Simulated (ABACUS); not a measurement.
Runs of ABACUS 3.10.1 on Na. It takes space group Im-3m (No. 229, cubic). Conventional cell: a = 4.282 Å, b = 4.282 Å, c = 4.282 Å, α = 90.00°, β = 90.00°, γ = 90.00°. Na (site symmetry m-3m) is surrounded by 8 Na at 3.71 Å. 

```csv
task,level,potentials or basis,cell,k mesh,cutoff (eV),threshold of the eigensolver,path,points for each segment of the path,symmetry key,max steps of the relaxation,gap on the mesh (eV),pressure (GPa),V0 of scaled cells (Å³/atom),relaxed volume (Å³/atom),B0 (GPa)
single point,HCTH407,"Ansatz NC PBE, plane waves",as given,7 × 7 × 7,1211,-,-,-,1,-,none,0.1,-,-,-
single point,B86bPBE,"SSSP 1.3 efficiency PBE, plane waves",as given,7 × 7 × 7,748,-,-,-,1,-,none,-0.4,-,-,-
relaxation of cell and atoms,rPW86PBE,"SG15 ONCV 1.2 PBE, plane waves",relaxed,7 × 7 × 7,1211,-,-,-,1,60,none,0.0,-,36.49,-
single point,RPBE,"SSSP 1.3 efficiency PBE, plane waves",as given,7 × 7 × 7,748,-,-,-,1,-,none,0.1,-,-,-
equation of state,RPBE,"SSSP 1.3 efficiency PBE, plane waves",as given,7 × 7 × 7,748,-,-,-,1,-,-,-,(a),-,7
equation of state,B86bPBE,"SSSP 1.3 efficiency PBE, plane waves",as given,7 × 7 × 7,748,-,-,-,1,-,-,-,(c),-,8
single point,rPW86PBE,"SG15 ONCV 1.2 PBE, plane waves",as given,7 × 7 × 7,1211,-,-,-,1,-,none,(b),-,-,-
relaxation of cell and atoms,HCTH407,"Ansatz NC PBE, plane waves",relaxed,7 × 7 × 7,1211,-,-,-,1,60,none,0.1,-,39.45,-
```

Alike in all rows: no spin polarisation; smearing fermi-dirac 0.05 eV.

Fill in the values left out.

(a) 39.58; (b) -0.5; (c) 37.26.

Caveats: the potentials were made for another functional, which shifts forces and pressure.

A gap of «none» marks a metal or a gap under the smearing width.

Runs at the PBE level aren't shown here.
